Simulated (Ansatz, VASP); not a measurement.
# Ti2CS: VASP beside Ansatz

Wanted: the spread between two codes on one cell, functional and k mesh. The structure shown comes from an earlier Ansatz run, which isn't shown and may have moved the atoms alone.

Main program and level: Ansatz 0.2.0; plane waves, with VASP 6.6.1 beside it; elastic constants at PBEsol.

## 1. The structure

The structure is hexagonal, space group P6_3/mmc (No. 194). Conventional cell: a = 3.165 Å, b = 3.165 Å, c = 11.147 Å, α = 90.00°, β = 90.00°, γ = 120.00°. Nearest to Ti lie 3 C at 2.14 Å and 3 S at 2.48 Å. Nearest to C lie 6 Ti at 2.14 Å. Nearest to S lie 6 Ti at 2.48 Å. Farther neighbours and most contacts between anions are not listed.

## 2. Ansatz: elastic constants, PBEsol

Ansatz runs on its default PAW (the set named soft_2) files.

Elastic constants are differences of stresses under small strains, so they test the stress and the mesh.

Contents of input.yaml:

```yaml
crystal:
  lattice:
    - [3.1646607438, 0.0, 0.0]
    - [-1.5823303719, 2.7406765985, 0.0]
    - [0.0, 0.0, 11.1470213914]
  atoms:
    - { symbol: Ti, position: [0.3333333333, 0.6666666667, 0.0997926807] }
    - { symbol: Ti, position: [0.6666666667, 0.3333333333, 0.5997926807] }
    - { symbol: Ti, position: [0.3333333333, 0.6666666667, 0.4002073193] }
    - { symbol: Ti, position: [0.6666666667, 0.3333333333, 0.9002073193] }
    - { symbol: C, position: [0.0, 0.0, 0.0] }
    - { symbol: C, position: [0.0, 0.0, 0.5] }
    - { symbol: S, position: [0.6666666667, 0.3333333333, 0.25] }
    - { symbol: S, position: [0.3333333333, 0.6666666667, 0.75] }
kpoints:
  mp_grid: { grid: [9, 9, 2] }
hamiltonian:
  xc: pbesol
scf:
  occupations: { method: gaussian, width: 0.05 }
output:
  forces: true
  stress: true
  eigenvalues: true
elastic:
  mode: relaxed_ion
  stencil: two_point
  amplitude: 0.002
```

On the command line:

```bash
$ ansatz run input.yaml --threads 8 --pin off --max-ram 16384MiB --backend cpu --events-out ev --progress --plain --runs-dir out
```

Numbers of over 12 decimals in the logs are rounded to 6 here.

What it wrote:

```text
Engine: ansatz 0.2.0, x86_64-unknown-linux-gnu
Pseudopotentials: kind: paw
Pseudopotential: Ti, paw, valence charge 12, recommended cutoff 420 eV (normal), Ti.paw.azcp
Pseudopotential: C, paw, valence charge 4, recommended cutoff 420 eV (normal), C.paw.azcp
Pseudopotential: S, paw, valence charge 6, recommended cutoff 420 eV (normal), S.paw.azcp
Functional definition: PBEsol
  exchange = pbesol_x
  correlation = pbesol_c
Crystal: 8 atoms, lattice volume = 96.682 Å³
Basis set: ecut = 420 eV, 1885 PW (Γ), exchange–correlation on 48×48×150 points (8 copies of the dense FFT grid, shifted against one another)
Bands: 42, of which v1, the nominal top of the filled ones, is band 34 counted from 1 (33 counted from 0)
Symmetry: 24 space group operations
Space group: P63/mmc (ITA 194), of the structure as read, at distance tolerance 4.6e-5 Å
k-points: 24 of 162
Non-local potential: Ti, projectors of the file, l = 0: 3, l = 1: 2, l = 2: 3, l = 3: 1
Non-local potential: C, projectors of the file, l = 0: 2, l = 1: 2, l = 2: 1
Non-local potential: S, projectors of the file, l = 0: 2, l = 1: 2, l = 2: 2
PAW form: soft (Blöchl's): semilocal exchange-correlation on the pseudo side does not see the compensation charge
PAW frozen core: Ti, regenerated for the run's functional, and the local potential with it (the file was generated under x = pbe(κ = 0.804, μ = 0.219515), c = pbe(β = 0.066725))
PAW frozen core: C, regenerated for the run's functional, and the local potential with it (the file was generated under x = pbe(κ = 0.804, μ = 0.219515), c = pbe(β = 0.066725))
PAW frozen core: S, regenerated for the run's functional, and the local potential with it (the file was generated under x = pbe(κ = 0.804, μ = 0.219515), c = pbe(β = 0.066725))
PAW one-centre angular grid: Ti, 590 points (default); XC on 64 Gauss nodes
PAW one-centre angular grid: C, 110 points (default); XC on 64 Gauss nodes
PAW one-centre angular grid: S, 110 points (default); XC on 64 Gauss nodes
Initial density: superposition of atomic densities (neutral atoms: chi_scale 0, normalization atom), corrected by the library's trained network
Initial wavefunctions: pseudopotential atomic-orbital guess
Functional: x = pbesol(κ = 0.804, μ = 0.123457), c = pbesol(β = 0.046)
SCF iter   1: F=—  HF=-12169.913418 eV  |F-HF|=—  |Δ(HF+E_count)|=         —  Δρ=7.59e-3  dr2=6.47e-2  ethr=1.77e-3  ⟨swp⟩=5.5  Hψ=3922  notcnv=0  defer=1
preconditioner: auto → Kerker (q_TF=auto, 2.573 Å⁻¹)  [metal: Δε(μ)=0.071 eV  Ē_g=7.202 eV  σ=0.050 eV  W_gap=0.48  n_scr=38 (ndim 8)  ℏωp=22.7 eV  f_vac=0.000  D(μ)=0.99/eV (n_scr^D=4)]
SCF iter   2: F=—  HF=-12169.897264 eV  |F-HF|=—  |Δ(HF+E_count)|=   1.62e-2  Δρ=3.59e-3  dr2=1.35e-2  ethr=9.52e-5  ⟨swp⟩=2.0  Hψ=1610  notcnv=0  defer=62
SCF iter   3: F=—  HF=-12169.893594 eV  |F-HF|=—  |Δ(HF+E_count)|=   3.67e-3  Δρ=6.41e-4  dr2=4.04e-4  ethr=1.98e-5  ⟨swp⟩=2.0  Hψ=1508  notcnv=0  defer=62
SCF iter   4: F=—  HF=-12169.893542 eV  |F-HF|=—  |Δ(HF+E_count)|=   5.15e-5  Δρ=1.86e-4  dr2=3.88e-5  ethr=5.94e-7  ⟨swp⟩=2.0  Hψ=1342  notcnv=0  defer=62
SCF iter   5: F=—  HF=-12169.893530 eV  |F-HF|=—  |Δ(HF+E_count)|=   1.26e-5  Δρ=5.71e-5  dr2=6.74e-6  ethr=5.71e-8  ⟨swp⟩=2.9  Hψ=1686  notcnv=0  defer=62
SCF iter   6: F=—  HF=-12169.893533 eV  |F-HF|=—  |Δ(HF+E_count)|=   3.46e-6  Δρ=1.95e-5  dr2=6.73e-7  ethr=9.92e-9  ⟨swp⟩=2.0  Hψ=1323  notcnv=0  defer=62
SCF iter   7: F=—  HF=-12169.893533 eV  |F-HF|=—  |Δ(HF+E_count)|=   1.03e-7  Δρ=5.37e-6  dr2=4.12e-8  ethr=9.90e-10  ⟨swp⟩=2.4  Hψ=1457  notcnv=0  defer=62
SCF iter   8: F=—  HF=-12169.893533 eV  |F-HF|=—  |Δ(HF+E_count)|=   1.15e-8  Δρ=1.80e-6  dr2=5.35e-9  ethr=6.06e-11  ⟨swp⟩=2.7  Hψ=1667  notcnv=0  defer=62
SCF iter   9: F=—  HF=-12169.893533 eV  |F-HF|=—  |Δ(HF+E_count)|=  9.39e-10  Δρ=3.26e-7  dr2=1.03e-10  ethr=7.87e-12  ⟨swp⟩=2.0  Hψ=1305  notcnv=0  defer=62
SCF iter  10: F=—  HF=-12169.893533 eV  |F-HF|=—  |Δ(HF+E_count)|=  1.09e-11  Δρ=7.95e-8  dr2=7.34e-12  ethr=1.52e-13 (applied; sched 1.00e-12)  ⟨swp⟩=2.0  Hψ=1329  notcnv=0  defer=62
[...]
SCF 1 converged in 12 iterations: F = -12169.893533 eV  dr2 = 8.21e-15
  greatest PAW one-centre occupation: 0.999 electrons in one spin orbital (limit 2), on the Ti atom at site 3 (counted from 0), in its partial waves of l = 0
relax step   1: F+E_penalty+E_count = -12169.89353319 eV  Δ(F+E_penalty+E_count) = +0.000e0 eV  max|allowed force component| = 4.688e-3 eV/Å  Δτ_max = 0.0000 Å  (12 SCF iters, accepted)
[...]
SCF iter   9: F=—  HF=-12169.893294 eV  |F-HF|=—  |Δ(HF+E_count)|=    0.00e0  Δρ=2.39e-8  dr2=4.75e-13  ethr=2.40e-15 (applied; sched 1.00e-12)  ⟨swp⟩=1.0  Hψ=2100  notcnv=0
iter 10 did not close the SCF: its close was put off for the readings that it lacked (scf_convergence_deferred on its scf_iter line)
SCF iter  10: F=-12169.893294 eV  HF=-12169.893294 eV  |F-HF|=1.82e-12  |Δ(HF+E_count)|=  1.82e-12  Δρ=1.43e-9  dr2=1.34e-15  ethr=6.99e-16 (applied; sched 1.00e-12)  ⟨swp⟩=1.8  Hψ=2180  notcnv=0
iter 11 did not close the SCF: its close was put off for the readings that it lacked (scf_convergence_deferred on its scf_iter line)
[...]
iter 13 did not close the SCF: its close was put off for the readings that it lacked (scf_convergence_deferred on its scf_iter line)
SCF iter  13: F=-12169.893294 eV  HF=-12169.893294 eV  |F-HF|=0.00e0  |Δ(HF+E_count)|=  3.64e-12  Δρ=1.03e-10  dr2=7.49e-18  ethr=1.47e-16 (applied; sched 1.00e-12)  ⟨swp⟩=1.0  Hψ=2100  notcnv=0
SCF iter  14: F=-12169.893294 eV  HF=-12169.893294 eV  |F-HF|=3.64e-12  |Δ(HF+E_count)|=    0.00e0  Δρ=1.05e-10  dr2=1.45e-17  ethr=1.00e-12  ⟨swp⟩=2.0  Hψ=4601  notcnv=0
SCF 31 converged in 14 iterations: F = -12169.893294 eV  dr2 = 1.45e-17
SCF converged after 13 iterations
Free energy (F): -12169.893535 eV
Harris-Foulkes:  -12169.893535 eV  (|F-HF|=1.82e-12)
Internal energy: -12169.892257 eV  (E = F + TS)
E sigma→0 (E₀):  -12169.892896 eV
Entropy (-TS):   -0.001277 eV (-0.160 meV/atom)
Fermi energy:    14.719020 eV
--- Per-component energies (eV) ---
  E_band       = -450.740931
  E_kinetic    = 1496.658219
  E_local      = -3538.991147  (includes V_loc(G=0)·N_el)
  E_nonlocal   = 141.490477
  E_hartree    = 1473.328280
  E_xc         = -685.647848
  E_vxc        = -794.470149  (∫ρ·V_xc dr)
  E_paw        = -5446.767953  (= ΣΔE_a)
  E_vpaw       = -702.085381  (= ΣTr[D̂ρ^β])
  E_aug_tail   = 0.000490  (compensation charges beyond the density's cutoff)
  E_ewald      = -5610.686413
  E_core_change = 0.723637  (= ΣΔE_core)
  E_smearing   = -0.001277  (= −TS)
  E_closure    = 0.000000  (closes the sum)
  Σ components = -12169.893535   (vs F -12169.893535, Δ=0.00e0)
--- Forces (eV/Å), atoms counted from 1 ---
  atom   1  Ti     0.00000000    -0.00000000     0.00000001
  atom   2  Ti    -0.00000000     0.00000000     0.00000001
  atom   3  Ti     0.00000000    -0.00000000    -0.00000001
  atom   4  Ti    -0.00000000     0.00000000    -0.00000001
  atom   5  C      0.00000000     0.00000000     0.00000000
  atom   6  C      0.00000000    -0.00000000     0.00000000
  atom   7  S      0.00000000     0.00000000     0.00000000
  atom   8  S     -0.00000000     0.00000000     0.00000000
  max |Σ_I F_I| component: 4.63e-17 eV/Å
--- Stress (GPa, compression-positive) ---
       -0.003136       0.000000      -0.000000
        0.000000      -0.003136       0.000000
       -0.000000       0.000000       0.011947
  P = ⅓ Tr σ = 0.0019 GPa (0.019 kbar)
--- Band table (eV; the first three rows and the last of 24) ---
  k-point 0: bands = [... 30 lower, 14.2605, 14.2605, 14.4321, 14.6615, 14.6615, 14.8507, 14.8507, 15.6885, ... 4 higher]
  k-point 1: bands = [... 30 lower, 13.2571, 13.2571, 14.7985, 14.7985, 14.7985, 14.7985, 15.2000, 15.2000, ... 4 higher]
  k-point 2: bands = [... 30 lower, 12.8638, 13.5099, 14.3423, 14.5617, 15.0035, 15.2747, 15.2955, 15.6078, ... 4 higher]
  k-point 23: bands = [... 30 lower, 11.8721, 11.8721, 14.6462, 14.6462, 15.4594, 15.4594, 16.1056, 16.1056, ... 4 higher]
--- Elastic constants: 3 strain directions × 2 members + reference (group order 24) ---
  dense FFT box of the reference and of every strained cell: 24×24×75
  strains applied: 11, 33, 23; error gains: componentwise 1.00 (the most a stress slope's error grows in a printed constant), spectral 1.41 (1 for all six strains in a standard setting)
  reference relaxed by the batch: 3 steps; max|allowed force component| 4.69e-3 eV/Å at the deck's positions, 1.58e-8 at the last accepted step, 1.25e-8 by the solve of record
  largest displacement 1.7e-4 Å; the constants are those of the deck's cell at these positions:
  atoms:
    - { symbol: Ti, position: [0.333333, 0.666667, 0.099778] }
    - { symbol: Ti, position: [0.666667, 0.333333, 0.599778] }
    - { symbol: Ti, position: [0.333333, 0.666667, 0.400222] }
    - { symbol: Ti, position: [0.666667, 0.333333, 0.900222] }
    - { symbol: C, position: [0, 0, 0.0] }
    - { symbol: C, position: [0, 0, 0.500000] }
    - { symbol: S, position: [0.666667, 0.333333, 0.250000] }
    - { symbol: S, position: [0.333333, 0.666667, 0.750000] }
  C = ∂σ_k/∂η_j (tension-positive GPa; Voigt order 11 22 33 23 13 12):
       373.752     92.753    112.580      0.000      0.000     -0.000
        92.753    373.752    112.580     -0.000     -0.000     -0.000
       112.625    112.625    385.643     -0.000     -0.000      0.000
         0.000     -0.000     -0.000    182.144     -0.000      0.000
         0.000      0.000     -0.000     -0.000    182.144      0.000
        -0.000      0.000      0.000      0.000      0.000    140.499
  reference stress σ⁰ (GPa):      0.003      0.003     -0.012     -0.000      0.000     -0.000
  C* (energy form; C + prestress term) asymmetry max|C*_kj − C*_jk| = 3.051e-2 GPa — a small one proves nothing (zero by symmetry where the batch's group is 432, −43m or m−3m); a large one is finite-difference/SCF noise where every solve meets its electron count
  moduli (Voigt/Reuss/Hill, GPa): K = 196.56/196.28/196.42   G = 155.30/152.22/153.76   E = 365.83   ν = 0.190
  mechanically stable: yes (min eigenvalue of sym C = 140.50 GPa)
  strain η (Voigt 11):  stress-route row diagonal C_11 = 373.75 GPa, energy-path curvature d²(F+E_count+ΔE)/dδ²/Ω₀ = 373.88 GPa
         δ    σ_11 (GPa)             F (eV)   n_scf  n_hpsi   n_pw
    -2.000e-3      -0.7486      -12169.8930546      11   37669   1904   relax 5 steps, max|allowed force component| 3.52e-6 eV/Å
     2.000e-3       0.7464      -12169.8930612      10   36093   1913   relax 3 steps, max|allowed force component| 3.95e-5 eV/Å
  strain η (Voigt 33):  stress-route row diagonal C_33 = 385.64 GPa, energy-path curvature d²(F+E_count+ΔE)/dδ²/Ω₀ = 385.46 GPa
         δ    σ_33 (GPa)             F (eV)   n_scf  n_hpsi   n_pw
    -2.000e-3      -0.7880      -12169.8930066      10   17241   1904   relax 3 steps, max|allowed force component| 1.48e-8 eV/Å
     2.000e-3       0.7545      -12169.8930514      11   17934   1909   relax 3 steps, max|allowed force component| 2.12e-8 eV/Å
  strain η (Voigt 23):  stress-route row diagonal C_44 = 182.14 GPa, energy-path curvature d²(F+E_count+ΔE)/dδ²/Ω₀ = 182.12 GPa
         δ    σ_23 (GPa)             F (eV)   n_scf  n_hpsi   n_pw
    -2.000e-3      -0.3643      -12169.8932941      14   43006   1908   relax 3 steps, max|allowed force component| 3.68e-6 eV/Å
     2.000e-3       0.3643      -12169.8932941      14   42967   1908   relax 4 steps, max|allowed force component| 2.35e-5 eV/Å
```

(Part 1 of 2 ends here.)

[Lines on the potential files, build, host, timing and source positions are cut from VASP's logs without a mark.]

[Logs are printed without paths, hosts, clocks, repeated set-up lines and the standing remarks that a program may print on its own settings, such as how far it seeks lower states.]

[Hosts, paths, dates, database ids (printed as entryN), source tags and the programs' standing remarks are cut or masked in the printed files.]
